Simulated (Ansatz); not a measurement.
# From barrier to diffusion: H in ZnS

All numbers below come from DFT PBE, scalar-relativistic, plane waves, PAW in Ansatz. (420 eV cutoff, 2×2×2 k-mesh, Gaussian smearing of 0.02 eV, no spin polarisation)

Host crystal, relaxed:

```
Zn S
1.0
     0.00000    2.72115    2.72115
     2.72115    0.00000    2.72115
     2.72115    2.72115    0.00000
Zn S
1 1
Direct
  0.00000 0.00000 0.00000
  0.25000 0.25000 0.25000
```

In a supercell of 16 host sites with charge -1, interstitial H hops to an equivalent place, moving 3.54 Å. Climbing-image nudged elastic band at fixed cell; the order of the saddle wasn't checked, and the small cell leaves errors of about a tenth of an eV. Zero-point motion and tunnelling, which matter for H, are left out.

| image | path (Å) | E − E(0) (eV) |
| --- | --- | --- |
| 0 | 0.00 | 0.000 |
| 1 | 0.85 | 0.133 |
| 2 | 1.70 | 0.848 |
| 3 | 2.56 | 1.147 |
| 4 | 3.44 | 1.027 |
| 5 | 4.33 | 0.253 |
| 6 | 5.21 | 0.000 |

Task: What are the barriers forward and back, and what attempt frequency does the shape suggest?

Result: Forward 1.15 eV, back 1.15 eV, the ends being level. For a sinusoidal profile E_b sin²(πx/l), with the H atom alone moving, ν = (1/l)√(E_b/2m) = 2.1×10¹³ s⁻¹, within an order of magnitude of the customary 10¹³ s⁻¹; a true prefactor needs the vibrations at the minimum and at the saddle.

Task: With ν = 10¹³ s⁻¹, give the forward jump rate along this one path, the wait 1/k for that jump, the diffusivity D ≈ l²k and the distance √(Dt) covered in an hour at 300, 600 and 1000 K, taking the host as solid throughout.

Result: k = ν exp(−E_b/k_BT):
```json
{"T (K)": "300", "k (1/s)": "5.3×10⁻⁷", "wait (s)": "1.9×10⁶", "D (cm²/s)": "6.6×10⁻²²", "√(Dt) in 1 h (nm)": "0.015"}
{"T (K)": "600", "k (1/s)": "2303", "wait (s)": "4.3×10⁻⁴", "D (cm²/s)": "2.9×10⁻¹²", "√(Dt) in 1 h (nm)": "1018"}
{"T (K)": "1000", "k (1/s)": "1.6×10⁷", "wait (s)": "6.1×10⁻⁸", "D (cm²/s)": "2.1×10⁻⁸", "√(Dt) in 1 h (nm)": "8.6×10⁴"}
```

D = l²k holds for six equivalent jumps in three dimensions (z l²k/6) and is a scale otherwise. Long-range transport needs a connected net of such jumps, and traps slow it. D is that of an interstitial already there. An error of 0.1 eV in the barrier changes k by a factor of 48 at 300 K and 3.2 at 1000 K.

Cost: 1 run of about 10 core-minutes, on Intel Xeon 6975P-C (Granite Rapids) (shared hosts).